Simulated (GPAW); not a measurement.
Set up this calculation in GPAW 26.7.0, as an ASE script.

```
Task                : single point
Functional          : r2SCAN
Potentials or basis : GPAW PAW data sets (gpaw-data 1.2.1)
Cutoff              : 500 eV
Basis               : pw
k mesh              : 9 × 9 × 9
Occupations         : fermi-dirac, width 0.05 eV
Spin                : no spin polarisation
Maxiter             : 120
Convergence         : default
```

The system is Pt.

```
Pt
1.0
     0.00000    1.98670    1.98670
     1.98670    0.00000    1.98670
     1.98670    1.98670    0.00000
Pt
1
Direct
  0.00000 0.00000 0.00000
```

The cell isn't the ideal one: volume scaled by 1.04.

These files were run (other wordings do the same):

run.py

```python
from ase import Atoms
from ase.dft.bandgap import bandgap
from ase.io import write
from ase.units import GPa
from gpaw import GPAW, PW

atoms = Atoms(['Pt'],
              cell=[[0.0, 1.986704275, 1.986704275],
                    [1.986704275, 0.0, 1.986704275],
                    [1.986704275, 1.986704275, 0.0]],
              scaled_positions=[[0.0, 0.0, 0.0]],
              pbc=True)

calc = GPAW(mode=PW(500),
            xc='MGGA_X_R2SCAN+MGGA_C_R2SCAN',
            kpts={'size': (9, 9, 9), 'gamma': True},
            occupations={'name': 'fermi-dirac', 'width': 0.05},
            nbands=17,
            maxiter=120,
            txt='gpaw.txt')
atoms.calc = calc
energy = atoms.get_potential_energy()
forces = atoms.get_forces()
stress = atoms.get_stress()
calc.write('gs.gpw')
write('result.traj', atoms)
print(f'Energy: {energy:.6f} eV')
print('Forces (eV/A):')
print(forces.round(4))
print('Stress (GPa):', (stress / GPa).round(3))
print('Fermi level:', round(calc.get_fermi_level(), 4), 'eV')
print(f'Gap: {bandgap(calc)[0]:.4f} eV, direct: {bandgap(calc, direct=True)[0]:.4f} eV')
```

Potentials or basis: GPAW PAW data sets (gpaw-data 1.2.1), pw.

The run is started by

```bash
$ OMP_NUM_THREADS=1 python run.py
```

It gave:

- Pressure: -5.2 GPa
- Band gap on the k mesh: none (metal or under the smearing width)

Caveat: the cutoff is short for stress and forces, so pressures can be off by a GPa or more; the PAW data sets were made with another functional, which shifts forces and pressure a little.

Run time: 12 s on 1 thread of Arm Neoverse V2 (shared host), peak memory 0.23 GiB.
